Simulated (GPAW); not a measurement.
# TePb (Fm-3m) in GPAW: single point with LDA

Aim: the single point of TePb with LDA.

Everything below comes from runs of GPAW 26.7.0. Logs are shortened: lines on timing, memory, paths and dates and some standing lists are left out, and cuts for length are marked. The log counts tension as positive stress, the text compression.

### 1 The undisturbed crystal

The structure is cubic, space group Fm-3m (No. 225). Conventional cell: a = 6.462 Å, b = 6.462 Å, c = 6.462 Å, α = 90.00°, β = 90.00°, γ = 90.00°. Pb (site symmetry m-3m) is surrounded by 6 Te at 3.23 Å. Around Te (site symmetry m-3m) lie 6 Pb at 3.23 Å.

### 2 Single point, LDA (volume scaled by 0.96)

The input, run.py:

```python
import spglib
from ase import Atoms
from ase.dft.bandgap import bandgap
from ase.io import read, write
from ase.units import GPa
from gpaw import GPAW, PW

atoms = read('TePb.cif')
cell, positions, numbers = spglib.find_primitive(
    (atoms.cell[:], atoms.get_scaled_positions(), atoms.numbers), symprec=1e-4)
atoms = Atoms(numbers, cell=cell, scaled_positions=positions, pbc=True)

calc = GPAW(mode=PW(400),
            xc='LDA',
            kpts={'size': (6, 6, 6), 'gamma': True},
            occupations={'name': 'fermi-dirac', 'width': 0.05},
            setups={'Te': '16'},
            nbands=-9,
            convergence={'density': 1e-05, 'energy': 1e-05},
            maxiter=80,
            txt='gpaw.txt')
atoms.calc = calc
energy = atoms.get_potential_energy()
forces = atoms.get_forces()
stress = atoms.get_stress()
calc.write('gs.gpw')
write('result.traj', atoms)
print(f'Energy: {energy:.6f} eV')
print('Forces (eV/A):')
print(forces.round(4))
print('Stress (GPa):', (stress / GPa).round(3))
print('Fermi level:', round(calc.get_fermi_level(), 4), 'eV')
print(f'Gap: {bandgap(calc)[0]:.4f} eV, direct: {bandgap(calc, direct=True)[0]:.4f} eV')
```

The input, TePb.cif:

```cif
data_TePb
_cell_length_a 6.37466497
_cell_length_b 6.37466497
_cell_length_c 6.37466497
_cell_angle_alpha 90.00000000
_cell_angle_beta 90.00000000
_cell_angle_gamma 90.00000000
_space_group_name_H-M_alt 'Fm-3m'
_space_group_name_Hall '-F 4 2 3'
_space_group_IT_number 225
loop_
_space_group_symop_operation_xyz
'x,y,z'
'-x,-y,-z'
'-y,x,z'
'y,-x,-z'
'-x,-y,z'
'x,y,-z'
'y,-x,z'
'-y,x,-z'
'x,-y,-z'
'-x,y,z'
'-y,-x,-z'
'y,x,z'
'-x,y,-z'
'x,-y,z'
'y,x,-z'
'-y,-x,z'
'z,x,y'
'-z,-x,-y'
'z,-y,x'
'-z,y,-x'
'z,-x,-y'
'-z,x,y'
'z,y,-x'
'-z,-y,x'
'-z,x,-y'
'z,-x,y'
'-z,-y,-x'
'z,y,x'
'-z,-x,y'
'z,x,-y'
'-z,y,x'
'z,-y,-x'
'y,z,x'
'-y,-z,-x'
'x,z,-y'
'-x,-z,y'
'-y,z,-x'
'y,-z,x'
'-x,z,y'
'x,-z,-y'
'-y,-z,x'
'y,z,-x'
'-x,-z,-y'
'x,z,y'
'y,-z,-x'
'-y,z,x'
'x,-z,y'
'-x,z,-y'
'x,y+1/2,z+1/2'
'-x,-y+1/2,-z+1/2'
'-y,x+1/2,z+1/2'
[... 62 lines left out ...]
'-z+1/2,-x,-y+1/2'
'z+1/2,-y,x+1/2'
'-z+1/2,y,-x+1/2'
'z+1/2,-x,-y+1/2'
'-z+1/2,x,y+1/2'
'z+1/2,y,-x+1/2'
'-z+1/2,-y,x+1/2'
'-z+1/2,x,-y+1/2'
'z+1/2,-x,y+1/2'
'-z+1/2,-y,-x+1/2'
'z+1/2,y,x+1/2'
'-z+1/2,-x,y+1/2'
'z+1/2,x,-y+1/2'
'-z+1/2,y,x+1/2'
'z+1/2,-y,-x+1/2'
'y+1/2,z,x+1/2'
'-y+1/2,-z,-x+1/2'
'x+1/2,z,-y+1/2'
'-x+1/2,-z,y+1/2'
'-y+1/2,z,-x+1/2'
'y+1/2,-z,x+1/2'
'-x+1/2,z,y+1/2'
'x+1/2,-z,-y+1/2'
'-y+1/2,-z,x+1/2'
'y+1/2,z,-x+1/2'
'-x+1/2,-z,-y+1/2'
'x+1/2,z,y+1/2'
'y+1/2,-z,-x+1/2'
'-y+1/2,z,x+1/2'
'x+1/2,-z,y+1/2'
'-x+1/2,z,-y+1/2'
'x+1/2,y+1/2,z'
'-x+1/2,-y+1/2,-z'
'-y+1/2,x+1/2,z'
'y+1/2,-x+1/2,-z'
'-x+1/2,-y+1/2,z'
'x+1/2,y+1/2,-z'
'y+1/2,-x+1/2,z'
'-y+1/2,x+1/2,-z'
'x+1/2,-y+1/2,-z'
'-x+1/2,y+1/2,z'
'-y+1/2,-x+1/2,-z'
'y+1/2,x+1/2,z'
'-x+1/2,y+1/2,-z'
'x+1/2,-y+1/2,z'
'y+1/2,x+1/2,-z'
'-y+1/2,-x+1/2,z'
'z+1/2,x+1/2,y'
'-z+1/2,-x+1/2,-y'
'z+1/2,-y+1/2,x'
'-z+1/2,y+1/2,-x'
'z+1/2,-x+1/2,-y'
'-z+1/2,x+1/2,y'
'z+1/2,y+1/2,-x'
'-z+1/2,-y+1/2,x'
'-z+1/2,x+1/2,-y'
'z+1/2,-x+1/2,y'
'-z+1/2,-y+1/2,-x'
'z+1/2,y+1/2,x'
'-z+1/2,-x+1/2,y'
'z+1/2,x+1/2,-y'
'-z+1/2,y+1/2,x'
'z+1/2,-y+1/2,-x'
'y+1/2,z+1/2,x'
'-y+1/2,-z+1/2,-x'
'x+1/2,z+1/2,-y'
'-x+1/2,-z+1/2,y'
'-y+1/2,z+1/2,-x'
'y+1/2,-z+1/2,x'
'-x+1/2,z+1/2,y'
'x+1/2,-z+1/2,-y'
'-y+1/2,-z+1/2,x'
'y+1/2,z+1/2,-x'
'-x+1/2,-z+1/2,-y'
'x+1/2,z+1/2,y'
'y+1/2,-z+1/2,-x'
'-y+1/2,z+1/2,x'
'x+1/2,-z+1/2,y'
'-x+1/2,z+1/2,-y'
loop_
_atom_site_label
_atom_site_type_symbol
_atom_site_symmetry_multiplicity
_atom_site_Wyckoff_symbol
_atom_site_fract_x
_atom_site_fract_y
_atom_site_fract_z
_atom_site_occupancy
Pb1 Pb 4 a 0.0000000000 0.0000000000 0.0000000000 1
Te1 Te 4 b 0.5000000000 0.0000000000 0.0000000000 1
```

Potentials or basis: the program's PAW data sets (release 1.2.1) made for this functional, other valence, pw.

The run is started by

```console
> OMP_NUM_THREADS=1 python run.py
```

gpaw.txt:

```text
__  _  _
 | _ |_)|_||  |
 |__||  | ||/\| - 26.7.0

Input parameters:
  mode=PW(ecut=400.0),
  convergence={'density': 1e-05, 'energy': 1e-05},
  kpts=MonkhorstPack(size=(6, 6, 6), gamma=True),
  maxiter=80,
  nbands=-9,
  occupations=Occupations(name='fermi-dirac', width=0.05),
  setups={'Te': '16'},
  xc=XC(name='LDA')

Diagonalizing LCAO Hamiltonian
Converting LCAO to pw mode

                 Te

       Pb

Atoms  # Å, Bohr magnetons
|   | symbol |        x |        y |        z |    initial magnetic moments |
|---|--------|----------|----------|----------|-----------------------------|
| 0 |     Pb | 0.000000 | 0.000000 | 0.000000 | ( 0.0000,  0.0000,  0.0000) |
| 1 |     Te | 3.187332 | 3.187332 | 3.187332 | ( 0.0000,  0.0000,  0.0000) |

Unit cell  # Å
| periodic |        x |        y |        z |  lengths |    angles |
|----------|----------|----------|----------|----------|-----------|
|      yes | 0.000000 | 3.187332 | 3.187332 | 4.507569 | 60.000000 |
|      yes | 3.187332 | 0.000000 | 3.187332 | 4.507569 | 60.000000 |
|      yes | 3.187332 | 3.187332 | 0.000000 | 4.507569 | 60.000000 |

Number of symmetries: 48
Symmetry operations  # r_c * U_cc + t_c -> r_c
|    | kind |            matrix            |
|----|------|------------------------------|
|  0 |  σ   |  1, 0, 0,  1, 0,-1,  1,-1, 0 |
|  1 |  C2  |  1, 0, 0,  1,-1, 0,  1, 0,-1 |
|  2 |  E   |  1, 0, 0,  0, 1, 0,  0, 0, 1 |
|  3 |  σ   |  1, 0, 0,  0, 0, 1,  0, 1, 0 |
|  4 |  C4  |  1, 0,-1,  1, 0, 0,  1,-1, 0 |
|  5 |  S6  |  1, 0,-1,  1,-1, 0,  1, 0, 0 |
|  6 |  σ   |  1, 0,-1,  0, 1,-1,  0, 0,-1 |
|  7 |  C3  |  1, 0,-1,  0, 0,-1,  0, 1,-1 |
|  8 |  S6  |  1,-1, 0,  1, 0, 0,  1, 0,-1 |
|  9 |  C4  |  1,-1, 0,  1, 0,-1,  1, 0, 0 |
| 10 |  C3  |  1,-1, 0,  0,-1, 1,  0,-1, 0 |
| 11 |  σ   |  1,-1, 0,  0,-1, 0,  0,-1, 1 |
| 12 |  σ   |  0, 1, 0,  1, 0, 0,  0, 0, 1 |
| 13 |  C4  |  0, 1, 0,  0, 1,-1, -1, 1, 0 |
| 14 |  C3  |  0, 1, 0,  0, 0, 1,  1, 0, 0 |
| 15 |  S6  |  0, 1, 0, -1, 1, 0,  0, 1,-1 |
| 16 |  C2  |  0, 1,-1,  1, 0,-1,  0, 0,-1 |
| 17 |  σ   |  0, 1,-1,  0, 1, 0, -1, 1, 0 |
| 18 |  S4  |  0, 1,-1,  0, 0,-1,  1, 0,-1 |
| 19 |  C4  |  0, 1,-1, -1, 1, 0,  0, 1, 0 |
| 20 |  C3  |  0, 0, 1,  1, 0, 0,  0, 1, 0 |
| 21 |  σ   |  0, 0, 1,  0, 1, 0,  1, 0, 0 |
| 22 |  S6  |  0, 0, 1,  0,-1, 1, -1, 0, 1 |
| 23 |  C4  |  0, 0, 1, -1, 0, 1,  0,-1, 1 |
| 24 |  S4  |  0, 0,-1,  1, 0,-1,  0, 1,-1 |
| 25 |  C3  |  0, 0,-1,  0, 1,-1,  1, 0,-1 |
| 26 |  C2  |  0, 0,-1,  0,-1, 0, -1, 0, 0 |
| 27 |  S6  |  0, 0,-1, -1, 0, 0,  0,-1, 0 |
| 28 |  S4  |  0,-1, 1,  1,-1, 0,  0,-1, 0 |
| 29 |  C4  |  0,-1, 1,  0, 0, 1, -1, 0, 1 |
| 30 |  C2  |  0,-1, 1,  0,-1, 0,  1,-1, 0 |
| 31 |  σ   |  0,-1, 1, -1, 0, 1,  0, 0, 1 |
| 32 |  C3  |  0,-1, 0,  1,-1, 0,  0,-1, 1 |
| 33 |  S6  |  0,-1, 0,  0, 0,-1, -1, 0, 0 |
| 34 |  S4  |  0,-1, 0,  0,-1, 1,  1,-1, 0 |
| 35 |  C2  |  0,-1, 0, -1, 0, 0,  0, 0,-1 |
| 36 |  C2  | -1, 1, 0,  0, 1, 0,  0, 1,-1 |
| 37 |  S6  | -1, 1, 0,  0, 1,-1,  0, 1, 0 |
| 38 |  S4  | -1, 1, 0, -1, 0, 1, -1, 0, 0 |
| 39 |  C3  | -1, 1, 0, -1, 0, 0, -1, 0, 1 |
| 40 |  S6  | -1, 0, 1,  0, 0, 1,  0,-1, 1 |
| 41 |  C2  | -1, 0, 1,  0,-1, 1,  0, 0, 1 |
| 42 |  C3  | -1, 0, 1, -1, 1, 0, -1, 0, 0 |
| 43 |  S4  | -1, 0, 1, -1, 0, 0, -1, 1, 0 |
| 44 |  C2  | -1, 0, 0,  0, 0,-1,  0,-1, 0 |
| 45 |  i   | -1, 0, 0,  0,-1, 0,  0, 0,-1 |
| 46 |  σ   | -1, 0, 0, -1, 1, 0, -1, 0, 1 |
| 47 |  C2  | -1, 0, 0, -1, 0, 1, -1, 1, 0 |

BZ-sampling:
  Number of BZ points: 216
  Number of IBZ points: 16

  Monkhorst-Pack size: [6, 6, 6]
  Monkhorst-Pack shift: [0.08333333333333333, 0.08333333333333333, 0.08333333333333333]

K-points  # in reciprocal-cell coordinates
|     |                                coordinates |     weight |
|-----|--------------------------------------------|------------|
|   0 | (  0.00000000,   0.00000000,   0.00000000) | 0.00462963 |
|   1 | (  0.16666667,   0.16666667,   0.00000000) | 0.02777778 |
|   2 | (  0.16666667,   0.16666667,   0.16666667) | 0.03703704 |
|   3 | (  0.33333333,   0.16666667,   0.16666667) | 0.05555556 |
|   4 | (  0.33333333,   0.33333333,  -0.33333333) | 0.05555556 |
|   5 | (  0.33333333,   0.33333333,   0.00000000) | 0.02777778 |
|   6 | (  0.33333333,   0.33333333,   0.16666667) | 0.11111111 |
|   7 | (  0.33333333,   0.33333333,   0.33333333) | 0.03703704 |
|   8 | (  0.50000000,   0.33333333,  -0.33333333) | 0.11111111 |
|   9 | (  0.50000000,   0.33333333,  -0.16666667) | 0.05555556 |
| ... |                                            |            |
|  15 | (  0.50000000,   0.50000000,   0.50000000) | 0.01851852 |

Plane wave coefficients: 1243
Cutoff: 400.0 eV

Spin-components: 1 (collinear spins)
Bands:           24
Projectors:      12
Spin-degeneracy: 2
Datatype:        complex128

Density:
  Valence electrons: 30.0
  Components: 1
  Grid points: [21 21 21]
  Charge: 0.0  # |e|

Potential:
  Grid points: [21 21 21]

species:
  Pb:
    name:    Lead
    Z:       82.0
    valence: 14
    core:    68
    charge:  0.0  # [|e|]
    compensation charges:
      type: gauss
      rc: 0.38  # [Å]
      lmax: 2
    cutoffs:
      filter: 2.36  # [Å]
      core: 2.43  # [Å]
    projectors
    | kind |    occ | energy [eV] | rcut [Å] |
    |------|--------|-------------|----------|
    |   6s |  2.000 |     -12.249 |    1.259 |
    |   6p |  2.000 |      -3.713 |    1.275 |
    |   5d | 10.000 |     -21.326 |    1.217 |
    |    s |        |      14.962 |    1.259 |
    |    p |        |      23.498 |    1.275 |
    |    d |        |       5.885 |    1.217 |

    Using partial waves for Pb as LCAO basis

  Te:
    name:    Tellurium
    Z:       52.0
    valence: 16
    core:    36
    charge:  0.0  # [|e|]
    compensation charges:
      type: gauss
      rc: 0.37  # [Å]
      lmax: 2
    cutoffs:
      filter: 2.06  # [Å]
      core: 2.12  # [Å]
    projectors
    | kind |    occ | energy [eV] | rcut [Å] |
    |------|--------|-------------|----------|
    |   5s |  2.000 |     -15.337 |    1.164 |
    |   5p |  4.000 |      -6.113 |    1.164 |
    |   4d | 10.000 |     -41.707 |    1.164 |
    |    s |        |      11.875 |    1.164 |
    |    p |        |      21.098 |    1.164 |
    |    d |        |     -14.496 |    1.164 |

    Using partial waves for Te as LCAO basis

Reference energy: -751608.429781  # eV

eigensolver:
  PPCG
  Converge bands: occupied
  niter=2

density mixing:
  MSR1-Mixer
  Pratt-step length: 0.05
  Maximum mixing coefficient: 0.75
  Old densities: 10
  SVD Regularization: 0.005
  Good broyden scale: 1.0
  Trust region scale: 1.0
  Backstep threshold: 4.0
  History deletion threshold: 6.0
  Fourier metric: weight=20.0, sigma=0.015

occupation numbers:
  Fermi-Dirac:
    width: 0.0500  # eV

poisson solver:
  ecut: 3200.0  # eV

xc functional:
  name: None

convergence criteria:
- Maximum integral of absolute [dens]ity change: 1e-05 electrons / valence electron
- Maximum [total energy] change in last 3 cyles: 1e-05 eV / valence electron
- Maximum integral of absolute [eigenst]ate change: 4e-08 eV^2 / valence electron
maximum number of iterations: 80

SCF iterations
|iter     | |      energy | eigst |  dens |
|---------|-|-------------|-------|-------|
|iter:   1| |   -8.983717 | -0.47 |       |
|iter:   2| |   -8.964015 | -2.59 | -1.57 |
|iter:   3| |   -8.883126 | -2.47 | -1.61 |
|iter:   4| |   -8.882192 | -4.26 | -2.24 |
|iter:   5| |   -8.882142 | -4.90 | -2.75 |
|iter:   6| |   -8.882144c| -6.22 | -3.56 |
|iter:   7| |   -8.882145c| -7.54c| -4.40 |
|iter:   8| |   -8.882145c| -7.92c| -4.73 |
|iter:   9| |   -8.882145c| -8.69c| -5.74c|

Converged in 9 steps
Energy contributions relative to reference atoms: (reference = -751608.429781)

Energy contributions:
  Kinetic:          17.463988
  Coulomb:         -17.441893
  Zero:              0.073603
  External:          0.000000
  Xc:               -8.977756
  Entropy:          -0.000175
  Spinorbit:         0.000000
  ----------------------------
  Free energy:      -8.882232
  Extrapolated:     -8.882145

dipole moment: (-27.052732, -27.052732, -27.052732)  # |e|*Ang

Fermi level: 6.142
Eigenvalues  # (at kpt = [0.000, 0.000, 0.000])
| band index |      eig [eV] | occ [0-2] |
|------------|---------------|-----------|
|          0 |       -30.319 |     2.000 |
|        ... |               |           |
|          7 |       -10.800 |     2.000 |
|          8 |       -10.800 |     2.000 |
|          9 |       -10.800 |     2.000 |
|         10 |        -6.529 |     2.000 |
|         11 |         0.297 |     2.000 |
|         12 |         4.373 |     2.000 |
|         13 |         4.373 |     2.000 |
|         14 |         4.373 |     2.000 |
|         15 |         9.934 |     0.000 |
|         16 |         9.934 |     0.000 |
|         17 |         9.934 |     0.000 |
|         18 |        11.419 |     0.000 |
|         19 |        11.419 |     0.000 |
|         20 |        11.419 |     0.000 |
|         21 |        13.142 |     0.000 |
|         22 |        13.604 |     0.000 |
|         23 |        13.680 |     0.000 |

Gap: 0.483 eV
Transition (v -> c):
  (s=0, k=15, n=14, [0.50, 0.50, 0.50]) -> (s=0, k=15, n=15, [0.50, 0.50, 0.50])
No difference between direct/indirect transitions

Forces  # eV/Ang
|       x |        y |       z |
|---------|----------|---------|
| 0.00000 | -0.00000 | 0.00000 |  # Pb   0
| 0.00000 |  0.00000 | 0.00000 |  # Te   1

Stress tensor  # eV/Ang^3
|         x |         y |         z |
|-----------|-----------|-----------|
|  0.015821 | -0.000000 | -0.000000 |
| -0.000000 |  0.015821 |  0.000000 |
| -0.000000 |  0.000000 |  0.015821 |

# Writing to gs.gpw (mode='')
```

Run time: 17 s. Hardware: 1 thread of Arm Neoverse N1, shared host; peak memory 0.14 GiB.

The run converged, but some of its settings lie outside the range that counts as converged, so its numbers aren't taken as properties of the crystal.

Results:

| Item | Value |
| --- | --- |
| Free energy | -8.8822 eV |
| Pressure | -2.5 GPa |
| Band gap on the k mesh | 0.48 eV, direct |

Caveat: the cutoff is short for stress and forces, so pressures can be off by a GPa or more; spin-orbit coupling is left out, which as a rule narrows the gap of such compounds by several tenths of an eV.
